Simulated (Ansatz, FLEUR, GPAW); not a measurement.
# One calculation of BaTiO3, 3 ways

```xyz
5
Lattice="2.8274 1.6324 2.3184 -2.8274 1.6324 2.3184 0.0000 -3.2648 2.3184" Properties=species:S:1:pos:R:3 pbc="T T T"
Ba   -0.0133   -0.0570   -0.0314
Ti    0.0298   -0.0136    3.3333
O     1.4171   -0.8379    2.4026
O    -1.4111   -0.7929    2.4460
O    -0.0089    1.6263    2.4086
```

Atoms were shifted at random by some hundredths of an Å from the given cell, which wasn't relaxed again for these runs.

Alike in all runs: task single point; functional PBEsol; k mesh 7 × 7 × 7; occupations fermi-dirac, width 0.05 eV; no spin polarisation; no spin-orbit coupling. Pressure is positive in compression and, in plane waves, holds the error of the finite cutoff.

| program and potentials | plane-wave cutoff (eV) | notes | pressure (GPa) | largest force (eV/Å) |
| --- | --- | --- | --- | --- |
| Ansatz, all-electron LAPW, scalar-relativistic | - | - | -0.98 | 0.494 |
| FLEUR, all-electron, FLAPW | - | - | - | 0.495 |
| GPAW, PAW data sets generated for this functional | 800 | - | 0.58 | 0.599 |

Force on atom 2 (Ti), eV/Å:

| program and potentials | x | y | z |
| --- | --- | --- | --- |
| Ansatz, all-electron LAPW, scalar-relativistic | -0.307 | -0.102 | 0.374 |
| FLEUR, all-electron, FLAPW | -0.306 | -0.104 | 0.375 |
| GPAW, PAW data sets generated for this functional | -0.303 | -0.094 | 0.508 |

The pressure spans -0.98 (Ansatz, all-electron LAPW, scalar-relativistic) to 0.58 GPa (GPAW, PAW data sets generated for this functional), with all-electron results at -0.98.

The functional is the same throughout but for its coding, so the spread measures potentials, basis and numerics; runs on potential files found faulty are left out.
